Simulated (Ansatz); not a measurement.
# Rh(111) with 4 layers of random Rh-Ir, 2x2: scattering by chemical disorder

Wanted: resistance against the alloy's length, first Rh(111) with 4 layers of random Rh-Ir, 2x2.

Main program and level: Ansatz 0.2.0; Ansatz plane-wave DFT, PBE, PAW files; ballistic transport by layer matching (Landauer), zero bias; PAW set soft_1.

Report form: the programs' logs are mostly left out.

### Step 1. Set-up

The cell holds 40 atoms: 38 Rh and 2 Ir. Cell: a = 5.378 Å, b = 5.378 Å, c = 22.012 Å, α = 93.5°, β = 86.5°, γ = 120.0°. It derives from Rh. Regions: lead, 24 atoms (24 Rh); scattering region, 16 atoms (14 Rh and 2 Ir). The structure is stacked along c, and the current runs across the ab planes.

### Step 2. With 4 alloy layers

In 4 layers a share of 0.125 of the sites is given to Ir at random. The layers about the cell's end stay perfect and serve as the lead. Energies from -0.05 to 0.05 eV in steps of 0.05 eV are too few for the program's thermal sum, so it prints no conductance; for a metal the transmission near the Fermi level serves, at a fraction of the cost.

input.yaml

```yaml
crystal:
  lattice:
    - [5.3783955991, 0.0, 0.0]
    - [-2.6891977995, 4.6578272204, 0.0]
    - [1.3445988998, -0.7763045367, 21.9572080876]
  atoms:
    - { symbol: Rh, position: [0.9916666667, 0.0083333333, 0.05] }
    - { symbol: Rh, position: [0.9916666667, 0.5083333333, 0.05] }
    - { symbol: Rh, position: [0.4916666667, 0.0083333333, 0.05] }
    - { symbol: Rh, position: [0.4916666667, 0.5083333333, 0.05] }
    - { symbol: Rh, position: [0.1416666667, 0.3583333333, 0.15] }
    - { symbol: Rh, position: [0.1416666667, 0.8583333333, 0.15] }
    - { symbol: Rh, position: [0.6416666667, 0.3583333333, 0.15] }
    - { symbol: Rh, position: [0.6416666667, 0.8583333333, 0.15] }
[... 28 atom lines left out ...]
    - { symbol: Rh, position: [0.8416666667, 0.1583333333, 0.95] }
    - { symbol: Rh, position: [0.8416666667, 0.6583333333, 0.95] }
    - { symbol: Rh, position: [0.3416666667, 0.1583333333, 0.95] }
    - { symbol: Rh, position: [0.3416666667, 0.6583333333, 0.95] }
kpoints:
  mp_grid: { grid: [5, 5, 1] }
hamiltonian:
  xc: pbe
  pseudopotentials: { kind: paw, azcp: { folder: soft_1 } }
scf:
  occupations: { method: fermi_dirac, width: 0.1 }
output:
  transmission:
    leads: [[0, 4]]
    kmesh: [10, 10]
    e_range: [-0.05, 0.05]
    de: 0.05
  write_potential: true
  write_density: true
  volumetric_format: npy
```

Command:

```bash
> ansatz run input.yaml --threads 4 --pin off --max-ram 15360MiB --backend cpu --events-out ev --progress --plain --runs-dir out
```

Wall time 3.7 min (4 threads of Arm Neoverse V1, shared host); peak memory 4.3 GiB; 13 min of CPU time.

Numbers from this step:

```yaml
free_energy: -267186.3220 eV
energy_at_zero_smearing: -267185.4783 eV
fermi_energy: 22.62 eV
cell_area: 25.05 Å²
transmission_per_spin_nearest_the_fermi_level: 6.723
open_channels_per_spin_nearest_the_fermi_level: 7.2
step_of_the_lead_s_potential: 1.5 meV
```

Per spin. The transmission, zone mean by energy, zero at the Fermi level:

| energy (eV) | transmission, zone mean |
| --- | --- |
| -0.0500 | 6.46 |
| 0.0000 | 6.72 |
| 0.0500 | 6.73 |

Per spin. Table of open channels, zone mean, lead by energy, zero at the Fermi level:

| energy (eV) | open channels, zone mean, lead |
| --- | --- |
| -0.0500 | 6.72 |
| 0.0000 | 7.2 |
| 0.0500 | 7.08 |

Transmission over k1 and k2. At 0.0000 eV from the Fermi level.

Ten even steps from '0' (5.6) to '9' (11.6):
```
0005000060
1001100166
1510101610
0011551100
0000595000
0001155110
1016101015
1661001100
0060000500
0011000110
```
Columns: k1 (b1) from -0.5 to 0.4; rows upwards: k2 (b2) from -0.5 to 0.4.

Open channels over k1 and k2. At 0.0000 eV from the Fermi level.

Values, 10 rows by 10 columns:
```
 6.0  6.0  6.0 10.0  6.0  6.0  6.0  6.0 10.0  6.0
 7.0  6.0  7.0  8.0  8.0  7.0  6.0  7.0 10.0 10.0
 7.0 10.0  8.0  6.0  7.0  6.0  8.0 10.0  7.0  6.0
 6.0  6.0  8.0  7.0  9.0  9.0  7.0  8.0  6.0  6.0
 6.0  6.0  7.0  6.0  9.0 12.0  9.0  6.0  7.0  6.0
 6.0  6.0  6.0  8.0  7.0  9.0  9.0  7.0  8.0  6.0
 7.0  6.0  7.0 10.0  8.0  6.0  7.0  6.0  8.0 10.0
 7.0 10.0 10.0  7.0  6.0  7.0  8.0  8.0  7.0  6.0
 6.0  6.0 10.0  6.0  6.0  6.0  6.0 10.0  6.0  6.0
 6.0  6.0  7.0  7.0  6.0  6.0  6.0  7.0  7.0  6.0
```
Columns: k1 (b1) from -0.5 to 0.4; rows upwards: k2 (b2) from -0.5 to 0.4.

Over the solved energies the transmission per spin lies between 6.46 and 6.73, out of 7 channels of the lead on average (up to 7.2).

### Step 3. With 8 alloy layers

In 8 layers a share of 0.125 of the sites is given to Ir at random. A fresh draw is used; the growth of the resistance with length is what counts.

System of this step: Rh(111) with 8 layers of random Rh-Ir, 2x2. The cell holds 56 atoms: 52 Rh and 4 Ir. Its edges and angles: a = 5.378 Å, b = 5.378 Å, c = 30.779 Å, α = 87.5°, β = 92.5°, γ = 120.0°. It derives from Rh. Regions: lead, 24 atoms (24 Rh); scattering region, 32 atoms (28 Rh and 4 Ir). The structure is stacked along c, and the current runs across the ab planes.

input.yaml

```yaml
crystal:
  lattice:
    - [5.3783955991, 0.0, 0.0]
    - [-2.6891977995, 4.6578272204, 0.0]
    - [-1.3445988998, 0.7763045367, 30.7400913226]
  atoms:
    - { symbol: Rh, position: [0.005952381, 0.994047619, 0.0357142857] }
    - { symbol: Rh, position: [0.005952381, 0.494047619, 0.0357142857] }
    - { symbol: Rh, position: [0.505952381, 0.994047619, 0.0357142857] }
    - { symbol: Rh, position: [0.505952381, 0.494047619, 0.0357142857] }
    - { symbol: Rh, position: [0.1845238095, 0.3154761905, 0.1071428571] }
    - { symbol: Rh, position: [0.1845238095, 0.8154761905, 0.1071428571] }
    - { symbol: Rh, position: [0.6845238095, 0.3154761905, 0.1071428571] }
    - { symbol: Rh, position: [0.6845238095, 0.8154761905, 0.1071428571] }
[... 44 atom lines left out ...]
    - { symbol: Rh, position: [0.3273809524, 0.1726190476, 0.9642857143] }
    - { symbol: Rh, position: [0.3273809524, 0.6726190476, 0.9642857143] }
    - { symbol: Rh, position: [0.8273809524, 0.1726190476, 0.9642857143] }
    - { symbol: Rh, position: [0.8273809524, 0.6726190476, 0.9642857143] }
kpoints:
  mp_grid: { grid: [5, 5, 1] }
hamiltonian:
  xc: pbe
  pseudopotentials: { kind: paw, azcp: { folder: soft_1 } }
scf:
  occupations: { method: fermi_dirac, width: 0.1 }
output:
  transmission:
    leads: [[0, 4]]
    kmesh: [10, 10]
    e_range: [-0.05, 0.05]
    de: 0.05
  write_potential: true
  write_density: true
  volumetric_format: npy
```

The job ended after 9.3 min (4 threads; peak memory 8 GiB; 35 min of CPU time).

Numbers from this step:

```yaml
free_energy: -380701.4465 eV
energy_at_zero_smearing: -380700.2303 eV
fermi_energy: 22.71 eV
transmission_per_spin_nearest_the_fermi_level: 6.426
step_of_the_lead_s_potential: 7.9 meV
```

Per spin. Table of transmission, zone mean by energy, zero at the Fermi level:

| energy (eV) | transmission, zone mean |
| --- | --- |
| -0.0500 | 6.25 |
| 0.0000 | 6.43 |
| 0.0500 | 6.50 |

Over the solved energies the transmission per spin lies between 6.25 and 6.50, out of 7 channels of the lead on average (up to 7.2).

### Step 4. With 12 alloy layers

In 12 layers a share of 0.125 of the sites is given to Ir at random. A fresh draw is used; the growth of the resistance with length is what counts.

System of this step: Rh(111) with 12 layers of random Rh-Ir, 2x2. The cell holds 72 atoms: 66 Rh and 6 Ir. Its edges and angles: a = 5.378 Å, b = 5.378 Å, c = 39.523 Å, α = 90.0°, β = 90.0°, γ = 120.0°. It derives from Rh. Regions: lead, 24 atoms (24 Rh); scattering region, 48 atoms (42 Rh and 6 Ir). The structure is stacked along c, and the current runs across the ab planes.

input.yaml

```yaml
crystal:
  lattice:
    - [5.3783955991, 0.0, 0.0]
    - [-2.6891977995, 4.6578272204, 0.0]
    - [0.0, 0.0, 39.5229745576]
  atoms:
    - { symbol: Rh, position: [0.0, 0.0, 0.0277777778] }
    - { symbol: Rh, position: [0.0, 0.5, 0.0277777778] }
    - { symbol: Rh, position: [0.5, 0.0, 0.0277777778] }
    - { symbol: Rh, position: [0.5, 0.5, 0.0277777778] }
    - { symbol: Rh, position: [0.1666666667, 0.3333333333, 0.0833333333] }
    - { symbol: Rh, position: [0.1666666667, 0.8333333333, 0.0833333333] }
    - { symbol: Rh, position: [0.6666666667, 0.3333333333, 0.0833333333] }
    - { symbol: Rh, position: [0.6666666667, 0.8333333333, 0.0833333333] }
[... 60 atom lines left out ...]
    - { symbol: Rh, position: [0.3333333333, 0.1666666667, 0.9722222222] }
    - { symbol: Rh, position: [0.3333333333, 0.6666666667, 0.9722222222] }
    - { symbol: Rh, position: [0.8333333333, 0.1666666667, 0.9722222222] }
    - { symbol: Rh, position: [0.8333333333, 0.6666666667, 0.9722222222] }
kpoints:
  mp_grid: { grid: [5, 5, 1] }
hamiltonian:
  xc: pbe
  pseudopotentials: { kind: paw, azcp: { folder: soft_1 } }
scf:
  occupations: { method: fermi_dirac, width: 0.1 }
output:
  transmission:
    leads: [[0, 4]]
    kmesh: [10, 10]
    e_range: [-0.05, 0.05]
    de: 0.05
  write_potential: true
  write_density: true
  volumetric_format: npy
```

It took 23 min on 4 threads; peak memory 7.5 GiB; 85 min of CPU time.

Numbers from this step:

| Quantity | Value |
| --- | --- |
| free energy | -494216.7074 eV |
| energy at zero smearing | -494215.1778 eV |
| Fermi energy | 22.77 eV |
| transmission per spin nearest the Fermi level | 6.228 |
| step of the lead's potential | 0.7 meV |

Per spin. Transmission, zone mean against energy, zero at the Fermi level:

| energy (eV) | transmission, zone mean |
| --- | --- |
| -0.0500 | 6.07 |
| 0.0000 | 6.23 |
| 0.0500 | 6.27 |

Over the solved energies the transmission per spin lies between 6.07 and 6.27, out of 7 channels of the lead on average (up to 7.2).

### Step 5. The fit

This step: Ansatz plane-wave DFT, PBE, PAW files; ballistic transport by layer matching (Landauer), zero bias; residual resistivity from the slope of the area resistance, atoms on the host's lattice; PAW set soft_1 (Ansatz 0.2.0).

Numbers from this step:

```
resistivity           : 2.010 µΩ cm
intercept             : 0.007820 fΩ m²
scatter about the fit : 5.83e-4 fΩ m²
```

Resistance, by row:

| run | length (Å) | T | channels N | RA (fΩ m²) |
| --- | --- | --- | --- | --- |
| n4 | 8.783 | 6.64 | 7 | 0.02506 |
| n8 | 17.57 | 6.392 | 7 | 0.04395 |
| n12 | 26.35 | 6.191 | 7 | 0.06037 |

Table of area resistance by length of the alloy:

| length of the alloy (Å) | area resistance (fΩ m²) |
| --- | --- |
| 8.78 | 0.0251 |
| 17.57 | 0.0440 |
| 26.35 | 0.0604 |

The area resistance goes from 0.025 to 0.060 fΩ m² between 8.8 and 26.3 Å, a slope of 2.0 µΩ cm.

By hand from the end points: (0.06037 − 0.02506) fΩ m² / (26.35 − 8.78) Å = 2.0 µΩ cm, since 1 fΩ m² per Å is 1000 µΩ cm.

### Step 6. Summary of results

```json
{
  "resistivity from the slope": "2.01 µΩ cm",
  "area resistance over 8.78 Å": "0.0251 fΩ m²",
  "area resistance over 17.6 Å": "0.0440 fΩ m²",
  "area resistance over 26.3 Å": "0.0604 fΩ m²"
}
```

What this shows: The slope gives 2.0 µΩ cm. The points scatter by 5.8e-4 fΩ m² about the line, with one random draw a length in a 2x2 cell, so the slope is a rough value. Read with a model of isotropic scattering on a spherical Fermi surface and the lead's 2.2×10¹⁵ S/m², this slope means a mean free path near 204 Å; over these lengths the model's slope is 1.18 times its bulk resistivity, which would be 1.7 µΩ cm. The draw over the shortest length came out nearly ordered, with 8 symmetry operations, so that point is a poor sample of a random alloy. The atoms sit on the host's lattice, so scattering by size misfit is left out. Spin-orbit coupling is left out, which matters for Ir.

[Logs are printed without paths, hosts, clocks, repeated set-up lines and the standing remarks that a program may print on its own settings, such as how far it seeks lower states.]

[Hosts, paths, dates, database ids (printed as entryN), source tags and the programs' standing remarks are cut or masked in the printed files.]
